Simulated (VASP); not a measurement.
Write the native input for VASP 6.6.1 that does the following.

```yaml
Task: relaxation of the atoms
Functional: PBEsol
Potentials_or_basis: VASP PAW PBE potentials, release 64 (Si)
Cutoff: 520 eV
k_mesh: 9 × 9 × 1
Occupations: gaussian, width 0.03 eV
Spin: no spin polarisation
Dipole_correction: yes
Further_INCAR_settings: ALGO = Normal; EDIFF = 1e-06; IBRION = 2; EDIFFG = -0.02; NSW = 80
```

The structure of Si lies in POSCAR:

```
Si
1.0
    3.8436175000      0.0000000000      0.0000000000
   -1.9218087500      3.3286704000      0.0000000000
    0.0000000000      0.0000000000     28.3377773300
Si
10
Direct
    0.3333333300      0.6666666700      0.2646643700
    0.0000000000      0.0000000000      0.2923509200
    0.0000000000      0.0000000000      0.3754105500
    0.6666666700      0.3333333300      0.4030970900
    0.6666666700      0.3333333300      0.4861567300
    0.3333333300      0.6666666700      0.5138432700
    0.3333333300      0.6666666700      0.5969029100
    0.0000000000      0.0000000000      0.6245894500
    0.0000000000      0.0000000000      0.7076490800
    0.6666666700      0.3333333300      0.7353356300
```

One way to write it, as run:

INCAR

```
PREC = Accurate
ENCUT = 520
EDIFF = 1E-6
ISMEAR = 0
SIGMA = 0.03
LREAL = False
LASPH = True
NELM = 80
ALGO = Normal
ISIF = 2
LWAVE = False
LCHARG = False
LDIPOL = True
IDIPOL = 3
DIPOL = 0.5 0.5 0.500
GGA = PS
IBRION = 2
NSW = 80
EDIFFG = -0.02
KPAR = 4
```

KPOINTS

```
Automatic mesh
0
Gamma
  9 9 1
```

Potentials or basis: VASP PAW PBE potentials, release 64 (Si).

Run with:

```sh
$ cat potpaw_PBE.64/Si/POTCAR > POTCAR
$ mpirun -np 4 vasp_std > vasp.out
```

It gave:

- Energy gained by relaxing: 12.0 meV/atom
- Ionic steps: 17
- Largest force after relaxing: 0.011 eV/Å
- Band gap on the k mesh: none (metal or under the smearing width)

Caveat: the PAW data sets were made with another functional, which shifts forces and pressure a little.

It took 4 min on 4 MPI ranks on AMD EPYC 9R45 (Zen 5), on a shared host, peak memory 0.48 GiB a rank.
